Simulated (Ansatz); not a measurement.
**Nuclear-site quantities of LiCl as the cell is scaled**

```
CELL_PARAMETERS angstrom
0.00000 2.56476 2.56476
2.56476 0.00000 2.56476
2.56476 2.56476 0.00000
ATOMIC_POSITIONS crystal
Li 0.00000 0.00000 0.00000
Cl 0.50000 0.50000 0.50000
```

Atoms are numbered in the order listed.

The cell is COD entry 1011314, as deposited and not checked against the literature; nothing was relaxed. It is an old determination, and later ones may differ.

Computed with DFT, PBE, all-electron PAW with datasets made for the crystal, scalar-relativistic (Ansatz 0.2.0).

Sampling and basis: a Γ-centred 9×9×9 k mesh, Fermi–Dirac smearing of 0.03 eV, cutoff 200 eV (chosen by the program for this cell), no spin polarisation.

The contact density is the mean electron density over the nuclear volume; its changes follow the s electrons' response to bonding and compression. Changes below are taken from the unscaled cell, where it is 94.2989 e/Å³ at Li1, 24118 e/Å³ at Cl2.

The datasets are made afresh for each cell, so very small changes are uncertain.

(1) Does compression raise or lower the contact density at Cl2?

(2) Tabulate the changes with volume.

Answers

(1) It lowers it, by 0.36 e/Å³ over the whole range.

(2) 
```csv
V/V(cell),P (GPa),Δρ(0) Li1 (e/Å³),Δρ(0) Cl2 (e/Å³)
0.9405,2.7,0.04,-0.19
1.0000,0.4,0.00,0.00
1.0600,-1.3,-0.03,0.17
```
